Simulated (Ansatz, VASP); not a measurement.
## Al6As6H13 (AlAs wire along [111], 24 atoms a period, H-terminated): VASP beside Ansatz

Aim: how closely do two programs agree when they are given the same cell, functional and k mesh? The structure shown is the start of the Ansatz relaxation below; VASP solves that cell, so the two are compared at the walk's first step.

Main program and level: Ansatz 0.2.0; plane waves, with VASP 6.6.1 beside it; single point at PBE.

**1. Starting point**

The cell holds 50 atoms: 12 Al, 12 As and 26 H. Cell: a = 15.441 Å, b = 16.759 Å, c = 9.925 Å, α = 90.0°, β = 90.0°, γ = 90.0°. Vacuum lies along a and b. The structure's axis is c.

**2. Ansatz: relaxation, PBE**

Ansatz runs on its default PAW (the set named soft_2) files.

The two programs are compared at the cell with which this relaxation starts, whose forces are those of its first step.

input.yaml reads:

```yaml
crystal:
  lattice:
    - [15.441, 0.0, 0.0]
    - [0.0, 16.759, 0.0]
    - [0.0, 0.0, 9.9246511274]
  atoms:
    - { symbol: Al, position: [0.303212203, 0.640155556, 0.0] }
    - { symbol: Al, position: [0.434412315, 0.430781843, 0.0] }
    - { symbol: Al, position: [0.565612427, 0.640155556, 0.0] }
    - { symbol: As, position: [0.303212203, 0.640155556, 0.25] }
    - { symbol: As, position: [0.434412315, 0.430781843, 0.25] }
    - { symbol: As, position: [0.565612427, 0.640155556, 0.25] }
    - { symbol: As, position: [0.696812539, 0.430781843, 0.25] }
    - { symbol: H, position: [0.565612427, 0.272667304, 0.28060268] }
    - { symbol: H, position: [0.77983175, 0.614525968, 0.28060268] }
    - { symbol: H, position: [0.221250562, 0.596556474, 0.302058925] }
    - { symbol: H, position: [0.303212203, 0.727353719, 0.302058925] }
    - { symbol: H, position: [0.352450674, 0.387182761, 0.302058925] }
    - { symbol: H, position: [0.565612427, 0.727353719, 0.302058925] }
    - { symbol: H, position: [0.77877418, 0.387182761, 0.302058925] }
    - { symbol: Al, position: [0.434412315, 0.570364318, 0.333333333] }
    - { symbol: Al, position: [0.565612427, 0.360990605, 0.333333333] }
    - { symbol: Al, position: [0.696812539, 0.570364318, 0.333333333] }
    - { symbol: As, position: [0.434412315, 0.570364318, 0.583333333] }
    - { symbol: As, position: [0.565612427, 0.360990605, 0.583333333] }
    - { symbol: As, position: [0.696812539, 0.570364318, 0.583333333] }
    - { symbol: H, position: [0.220192993, 0.544734731, 0.613936014] }
    - { symbol: H, position: [0.303212203, 0.41224978, 0.613936014] }
    - { symbol: H, position: [0.351393105, 0.335361018, 0.613936014] }
    - { symbol: H, position: [0.351393105, 0.754108444, 0.613936014] }
    - { symbol: H, position: [0.434412315, 0.202876067, 0.613936014] }
    - { symbol: H, position: [0.517431526, 0.754108444, 0.613936014] }
    - { symbol: H, position: [0.613793328, 0.754108444, 0.613936014] }
    - { symbol: H, position: [0.77983175, 0.754108444, 0.613936014] }
    - { symbol: H, position: [0.647574068, 0.317391523, 0.635392258] }
    - { symbol: H, position: [0.77877418, 0.526765236, 0.635392258] }
    - { symbol: Al, position: [0.303212203, 0.50057308, 0.666666667] }
    - { symbol: Al, position: [0.434412315, 0.291199367, 0.666666667] }
    - { symbol: Al, position: [0.434412315, 0.709946793, 0.666666667] }
    - { symbol: Al, position: [0.565612427, 0.50057308, 0.666666667] }
    - { symbol: Al, position: [0.696812539, 0.709946793, 0.666666667] }
    - { symbol: As, position: [0.303212203, 0.50057308, 0.916666667] }
    - { symbol: As, position: [0.434412315, 0.291199367, 0.916666667] }
    - { symbol: As, position: [0.434412315, 0.709946793, 0.916666667] }
    - { symbol: As, position: [0.565612427, 0.50057308, 0.916666667] }
    - { symbol: As, position: [0.696812539, 0.709946793, 0.916666667] }
    - { symbol: H, position: [0.220192993, 0.684317206, 0.947269347] }
    - { symbol: H, position: [0.696812539, 0.342458542, 0.947269347] }
    - { symbol: H, position: [0.77983175, 0.474943493, 0.947269347] }
    - { symbol: H, position: [0.221250562, 0.456973999, 0.968725591] }
    - { symbol: H, position: [0.352450674, 0.247600286, 0.968725591] }
    - { symbol: H, position: [0.434412315, 0.797144956, 0.968725591] }
    - { symbol: H, position: [0.516373956, 0.247600286, 0.968725591] }
    - { symbol: H, position: [0.696812539, 0.797144956, 0.968725591] }
    - { symbol: H, position: [0.77877418, 0.666347712, 0.968725591] }
    - { symbol: Al, position: [0.696812539, 0.430781843, 0.0] }
kpoints:
  mp_grid: { grid: [1, 1, 9] }
scf:
  occupations: { method: fermi_dirac, width: 0.05 }
hamiltonian:
  xc: pbe
relax:
  cell: { fix: [a, b, alpha, beta, gamma] }
  max_steps: 45
  f_tol: 0.03
```

The run is started by

```console
> ansatz run input.yaml --threads 4 --pin off --max-ram 16384MiB --backend cpu --events-out ev --progress --plain --runs-dir out
```

Numbers of over 12 decimals in the logs are rounded to 6 here.

What it wrote:

```text
Engine: ansatz 0.2.0, aarch64-unknown-linux-gnu
Pseudopotentials: kind: paw
Pseudopotential: Al, paw, valence charge 3, recommended cutoff 420 eV (normal), Al.paw.azcp
Pseudopotential: As, paw, valence charge 15, recommended cutoff 420 eV (normal), As.paw.azcp
Pseudopotential: H, paw, valence charge 1, recommended cutoff 420 eV (normal), H.paw.azcp
Functional definition: PBE
  parameter kappa = 0.804
  parameter beta = 0.066725
  exchange = pbe_x(kappa = kappa, mu = beta*pi^2/3)
  correlation = pbe_c(beta = beta)
Crystal: 50 atoms, lattice volume = 2568.259 Å³
Basis set: ecut = 420 eV, 50151 PW (Γ), exchange–correlation on 216×240×144 points (8 copies of the dense FFT grid, shifted against one another)
Bands: 171, of which v1, the nominal top of the filled ones, is band 121 counted from 1 (120 counted from 0)
Symmetry: 1 space group operations
Space group: P1 (ITA 1), of the structure as read, at distance tolerance 1.4e-4 Å
k-points: 5 of 9 (time reversal used)
Non-local potential: Al, projectors of the file, l = 0: 2, l = 1: 2, l = 2: 1
Non-local potential: As, projectors of the file, l = 0: 2, l = 1: 2, l = 2: 3, l = 3: 1
Non-local potential: H, projectors of the file, l = 0: 2, l = 1: 1
PAW form: soft (Blöchl's): semilocal exchange-correlation on the pseudo side does not see the compensation charge
PAW one-centre angular grid: Al, 110 points (default); XC on 64 Gauss nodes
PAW one-centre angular grid: As, 590 points (default); XC on 64 Gauss nodes
PAW one-centre angular grid: H, 110 points (default); XC on 64 Gauss nodes
Initial density: superposition of atomic densities (neutral atoms: chi_scale 0, normalization atom), corrected by the library's trained network
Initial wavefunctions: pseudopotential atomic-orbital guess
Functional: x = pbe(κ = 0.804, μ = 0.219515), c = pbe(β = 0.066725)
SCF iter   1: F=—  HF=-65135.686547 eV  |F-HF|=—  |Δ(HF+E_count)|=         —  Δρ=2.84e-3  dr2=6.89e-1  ethr=1.77e-3  ⟨swp⟩=7.0  Hψ=3945  notcnv=0  defer=53
preconditioner: auto → Resta (q_TF=auto, 1.840 Å⁻¹)  ε∞=1.8  [insulator: Δε(μ)=2.518 eV  Ē_g=9.007 eV  σ=0.050 eV  W_gap=1.00  n_scr=272 (ndim 8)  ℏωp=8.1 eV  f_vac=0.635  D(μ)=0.00/eV (n_scr^D=0)  ε∞_Penn≈1.8  vacuum switching on, ρ_ref=5.9e-3 e/Å³]
SCF iter   2: F=—  HF=-65135.481499 eV  |F-HF|=—  |Δ(HF+E_count)|=   2.05e-1  Δρ=1.02e-3  dr2=6.62e-2  ethr=2.85e-4  ⟨swp⟩=3.0  Hψ=1218  notcnv=0  defer=205
SCF iter   3: F=—  HF=-65135.476628 eV  |F-HF|=—  |Δ(HF+E_count)|=   4.87e-3  Δρ=4.76e-4  dr2=1.08e-2  ethr=2.73e-5  ⟨swp⟩=2.6  Hψ=943  notcnv=0  defer=205
SCF iter   4: F=—  HF=-65135.479741 eV  |F-HF|=—  |Δ(HF+E_count)|=   3.11e-3  Δρ=1.97e-4  dr2=1.40e-3  ethr=4.46e-6  ⟨swp⟩=2.0  Hψ=895  notcnv=0  defer=205
SCF iter   5: F=—  HF=-65135.480542 eV  |F-HF|=—  |Δ(HF+E_count)|=   8.01e-4  Δρ=4.56e-5  dr2=1.12e-4  ethr=5.78e-7  ⟨swp⟩=2.0  Hψ=945  notcnv=0  defer=205
SCF iter   6: F=—  HF=-65135.480556 eV  |F-HF|=—  |Δ(HF+E_count)|=   1.43e-5  Δρ=1.46e-5  dr2=8.84e-6  ethr=4.61e-8  ⟨swp⟩=2.0  Hψ=1251  notcnv=0  defer=205
SCF iter   7: F=—  HF=-65135.481279 eV  |F-HF|=—  |Δ(HF+E_count)|=   7.23e-4  Δρ=5.38e-6  dr2=1.05e-6  ethr=3.65e-9  ⟨swp⟩=2.0  Hψ=1460  notcnv=0  defer=205
SCF iter   8: F=—  HF=-65135.481280 eV  |F-HF|=—  |Δ(HF+E_count)|=   1.20e-6  Δρ=1.65e-6  dr2=1.27e-7  ethr=4.35e-10  ⟨swp⟩=2.0  Hψ=980  notcnv=0  defer=205
SCF iter   9: F=-65135.481281 eV  HF=-65135.481281 eV  |F-HF|=4.07e-9  |Δ(HF+E_count)|=   1.01e-7  Δρ=4.74e-7  dr2=9.69e-9  ethr=4.13e-11  ⟨swp⟩=4.0  Hψ=2346  notcnv=0
SCF 1 converged in 9 iterations: F = -65135.481281 eV  dr2 = 9.69e-9
  greatest PAW one-centre occupation: 0.999 electrons in one spin orbital (limit 2), on the As atom at site 39 (counted from 0), in its partial waves of l = 2
relax step   1: F+E_penalty+E_count = -65135.48128051 eV  Δ(F+E_penalty+E_count) = +0.000e0 eV  max|allowed force component| = 8.951e-1 eV/Å  Δτ_max = 0.0000 Å  P = +0.224 GPa  Ω = 2568.259 Å³  fix = [a, b, alpha, beta, gamma]  reactions: a +0.215, b +0.107 GPa; alpha +0.003, beta -0.006, gamma +0.097 GPa/rad  (9 SCF iters, dr2 threshold 1.00e-7 eV, accepted)
Crystal: 50 atoms, lattice volume = 2578.234 Å³
Basis set: ecut = 420 eV, 50355 PW (Γ), exchange–correlation on 216×240×144 points (8 copies of the dense FFT grid, shifted against one another)
Initial density: handed on by an earlier stage of this run
Initial wavefunctions: those handed on with the density
iter 1 solved again at ethr=3.81e-4 eV; its pass at ethr=3.10e-3 eV (dr2=9.23e-1 eV) is discarded
SCF iter   1: F=—  HF=-65137.420259 eV  |F-HF|=—  |Δ(HF+E_count)|=         —  Δρ=6.18e-3  dr2=9.30e-1  ethr=3.81e-4  ⟨swp⟩=7.4  Hψ=3914  notcnv=0  defer=3
[...]
basis re-selected at this cell: Δ(F+E_penalty+E_count) = -2.360e-4 eV, ΔP = +0.000 GPa vs the last step (what re-selecting the basis moved, of the pressure what is left beyond the Pulay correction that the steps carried, after the strain that the cell walked since its last selection, with what the two solves' SCF thresholds leave and, on support functions, any second-order correction that the steps lacked; it is no m [...]
SCF converged after 5 iterations
Free energy (F): -65138.249422 eV
Harris-Foulkes:  -65138.249422 eV  (|F-HF|=2.58e-7)
Internal energy: -65138.249422 eV  (E = F + TS)
E sigma→0 (E₀):  -65138.249422 eV
Fermi energy:    -1.667650 eV
--- Per-component energies (eV) ---
  E_band       = -5364.057275
  E_kinetic    = 1840.530845
  E_local      = -85114.951641  (includes V_loc(G=0)·N_el)
  E_nonlocal   = -7874.857202
  E_hartree    = 42325.879742
  E_xc         = -1642.825849
  E_vxc        = -1574.787545  (∫ρ·V_xc dr)
  E_paw        = -27654.189041  (= ΣΔE_a)
  E_vpaw       = 2708.276832  (= ΣTr[D̂ρ^β])
  E_aug_tail   = -0.030524  (compensation charges beyond the density's cutoff)
  E_ewald      = 12982.194247
  E_smearing   = -0.000000  (= −TS)
  E_closure    = -0.000000  (closes the sum)
  Σ components = -65138.249422   (vs F -65138.249422, Δ=0.00e0)
--- Forces (eV/Å), atoms counted from 1 ---
  atom   1  Al     0.00389450    -0.00203554    -0.00328805
  atom   2  Al    -0.00078946     0.00245159     0.00170655
  atom   3  Al    -0.00285688    -0.00021633     0.00164115
  atom   4  As     0.00271259    -0.00147166     0.00901932
  atom   5  As    -0.00681602    -0.00945714     0.00602209
  atom   6  As     0.00500671     0.01044116     0.00633163
  atom   7  As     0.00137969    -0.00072030     0.00962346
  atom   8  H      0.00034875    -0.00023348     0.00228132
  atom   9  H      0.00045459    -0.00023147     0.00222859
  atom  10  H     -0.00136998     0.00107740    -0.00073033
  atom  11  H     -0.00143321     0.00085503    -0.00059050
  atom  12  H      0.00003562    -0.00283370    -0.00193084
  atom  13  H      0.00264020     0.00146316    -0.00196836
  atom  14  H      0.00135875    -0.00085548    -0.00251682
  atom  15  Al    -0.00403487     0.00236905    -0.00494869
  atom  16  Al     0.00051852     0.00527552    -0.01096483
  atom  17  Al    -0.00440428    -0.00340238    -0.01107487
  atom  18  As    -0.00461368     0.00310156    -0.00106507
  atom  19  As    -0.01190287     0.00201813     0.00042008
  atom  20  As    -0.00740159     0.00906607     0.00061445
  atom  21  H      0.00953069    -0.00636998     0.00329987
  atom  22  H     -0.00570416     0.00989241     0.00254865
  atom  23  H     -0.00452424     0.00102097    -0.00758131
  atom  24  H      0.01019444    -0.00494886     0.00319034
[...]
atom  43  H     -0.00019016    -0.00029842    -0.00109830
  atom  44  H      0.00114372     0.00018536    -0.00112094
  atom  45  H      0.01543857     0.00845897    -0.01076423
  atom  46  H      0.00065352    -0.00094356    -0.00116982
  atom  47  H     -0.00701192     0.00484851    -0.00418415
  atom  48  H      0.00050959    -0.01627156    -0.01016167
  atom  49  H     -0.00692085     0.00300877    -0.00358262
  atom  50  Al    -0.00572364     0.00300202    -0.00004978
  max |Σ_I F_I| component: 8.08e-6 eV/Å
--- Stress (GPa, compression-positive) ---
       -0.002338       0.000678      -0.001330
        0.000674      -0.000195       0.001077
       -0.001332       0.001078       0.005163
  P = ⅓ Tr σ = 0.0009 GPa (0.009 kbar)
--- Relaxed structure (18 steps of the walk, 17 accepted, 1 SCFs on fresh bases) ---
  F+E_penalty+E_count = -65138.24942192 eV   max|allowed force component| = 1.928e-2 eV/Å   (the final SCF, on the basis selected at the relaxed cell)
  cell:  # Å, volume = 2569.8406 Å³
    - [15.441, 0, 0]
    - [0, 16.759, 0]
    - [0, 0, 9.930764]
  atoms:
    - { symbol: Al, position: [0.284111, 0.651189, -0.012226] }
    - { symbol: Al, position: [0.424349, 0.441123, -0.00271595] }
    - { symbol: Al, position: [0.551871, 0.643112, -0.002733] }
    - { symbol: As, position: [0.302153, 0.641414, 0.240095] }
    - { symbol: As, position: [0.433855, 0.438101, 0.247434] }
    - { symbol: As, position: [0.559250, 0.636800, 0.247435] }
    - { symbol: As, position: [0.681388, 0.438260, 0.238386] }
    - { symbol: H, position: [0.555990, 0.268742, 0.277071] }
    - { symbol: H, position: [0.779469, 0.622316, 0.276797] }
    - { symbol: H, position: [0.220881, 0.606323, 0.302308] }
    - { symbol: H, position: [0.294844, 0.723818, 0.302372] }
    - { symbol: H, position: [0.352158, 0.397445, 0.298411] }
    - { symbol: H, position: [0.557329, 0.722257, 0.298739] }
    - { symbol: H, position: [0.760983, 0.395582, 0.293141] }
    - { symbol: Al, position: [0.429287, 0.573471, 0.348324] }
    - { symbol: Al, position: [0.560582, 0.357913, 0.332747] }
    - { symbol: Al, position: [0.697502, 0.574785, 0.332653] }
    - { symbol: As, position: [0.420710, 0.577944, 0.592347] }
    - { symbol: As, position: [0.555108, 0.367696, 0.582646] }
    - { symbol: As, position: [0.685553, 0.574713, 0.582543] }
    - { symbol: H, position: [0.204357, 0.535008, 0.593463] }
    - { symbol: H, position: [0.314195, 0.403472, 0.622902] }
    - { symbol: H, position: [0.380621, 0.244260, 0.594042] }
    - { symbol: H, position: [0.351388, 0.771431, 0.594957] }
    - { symbol: H, position: [0.534354, 0.179344, 0.700353] }
    - { symbol: H, position: [0.530435, 0.750855, 0.620769] }
    - { symbol: H, position: [0.713557, 0.775607, 0.593112] }
    - { symbol: H, position: [0.852346, 0.685828, 0.698294] }
    - { symbol: H, position: [0.647702, 0.344756, 0.617985] }
    - { symbol: H, position: [0.753196, 0.512212, 0.618441] }
    - { symbol: Al, position: [0.290583, 0.495069, 0.651819] }
    - { symbol: Al, position: [0.469421, 0.251640, 0.674410] }
    - { symbol: Al, position: [0.433037, 0.723316, 0.651713] }
    - { symbol: Al, position: [0.551872, 0.507873, 0.666840] }
    - { symbol: Al, position: [0.751824, 0.701402, 0.673412] }
    - { symbol: As, position: [0.296641, 0.511699, 0.905805] }
    - { symbol: As, position: [0.427390, 0.301115, 0.910069] }
    - { symbol: As, position: [0.421904, 0.710134, 0.905854] }
    - { symbol: As, position: [0.557751, 0.504786, 0.916801] }
    - { symbol: As, position: [0.685140, 0.710217, 0.909700] }
    - { symbol: H, position: [0.197761, 0.697648, 0.950292] }
    - { symbol: H, position: [0.682146, 0.340862, 0.937064] }
    - { symbol: H, position: [0.773952, 0.484927, 0.936896] }
    - { symbol: H, position: [0.219493, 0.468323, 0.967116] }
    - { symbol: H, position: [0.342261, 0.263838, 0.954214] }
    - { symbol: H, position: [0.424458, 0.793418, 0.966989] }
    - { symbol: H, position: [0.484089, 0.259424, 1.013346] }
    - { symbol: H, position: [0.678134, 0.796744, 0.954159] }
    - { symbol: H, position: [0.752810, 0.685381, 1.012443] }
    - { symbol: Al, position: [0.694171, 0.431239, -0.014432] }
```

[end of part 1 of 2]

[Lines on the potential files, build, host, timing and source positions are cut from VASP's logs without a mark.]

[Logs are printed without paths, hosts, clocks, repeated set-up lines and the standing remarks that a program may print on its own settings, such as how far it seeks lower states.]

[Hosts, paths, dates, database ids (printed as entryN), source tags and the programs' standing remarks are cut or masked in the printed files.]
